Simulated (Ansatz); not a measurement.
# ZnSe: the cost of one run

Method: DFT PBEsol, scalar-relativistic, plane waves, PAW, in Ansatz 0.2.0.

2 further runs of the same task are left out: 2 set aside as unsound or not needed.

### 1 Starting point

Symmetry: F-43m, No. 216, cubic system. The conventional cell has a = 5.633 Å, b = 5.633 Å, c = 5.633 Å, α = 90.00°, β = 90.00°, γ = 90.00°. Zn (site symmetry -43m) has 4 Se at 2.44 Å as nearest neighbours. Se (site symmetry -43m) is surrounded by 4 Zn at 2.44 Å.

As a file:

```cif
data_structure
_symmetry_space_group_name_H-M 'F-43m'
_symmetry_Int_Tables_number 216
_cell_length_a 5.6332
_cell_length_b 5.6332
_cell_length_c 5.6332
_cell_angle_alpha 90.000
_cell_angle_beta 90.000
_cell_angle_gamma 90.000
_cell_volume 178.76
loop_
_atom_site_label
_atom_site_type_symbol
_atom_site_symmetry_multiplicity
_atom_site_Wyckoff_symbol
_atom_site_fract_x
_atom_site_fract_y
_atom_site_fract_z
_atom_site_occupancy
Zn1 Zn 4 a 0.00000 0.00000 0.00000 1
Se1 Se 4 c 0.25000 0.25000 0.25000 1
```

It is the result of an earlier relaxation at this level (volume 22.34 Å³/atom; gap on the mesh: 1.24 eV).

### 2 Tight relaxation for the response runs

Response runs need a geometry at rest under their own mesh and occupations; hence this stricter relaxation.

The input, input.yaml:

```yaml
crystal:
  lattice:
    - [0.0, 2.816600256, 2.816600256]
    - [2.816600256, 0.0, 2.816600256]
    - [2.816600256, 2.816600256, 0.0]
  atoms:
    - { symbol: Zn, position: [0.0, 0.0, 0.0] }
    - { symbol: Se, position: [0.75, 0.75, 0.75] }
basis:
  ecutwfc: 420
kpoints:
  mp_grid: { grid: [8, 8, 8] }
hamiltonian:
  xc: pbesol
scf:
  occupations: { method: fixed }
output:
  forces: true
  stress: true
  eigenvalues: true
  write_density: true
  write_potential: true
  elf: true
  volumetric_format: npy
relax:
  adjacent_minimum: "off"
  f_tol: 0.001
  max_steps: 60
  cell: { stress_tol: 0.01 }
```

Launch:

```bash
$ ansatz run input.yaml --threads 1 --pin off --max-ram 3072MiB --backend cpu --events-out ev --progress --plain --runs-dir out
```

**Question.** How long does this run take on 1 thread of Intel Xeon 6975P-C (Granite Rapids), shared host, and how much memory does it need?

About 2.9 s, with a peak of 0.4 GiB.
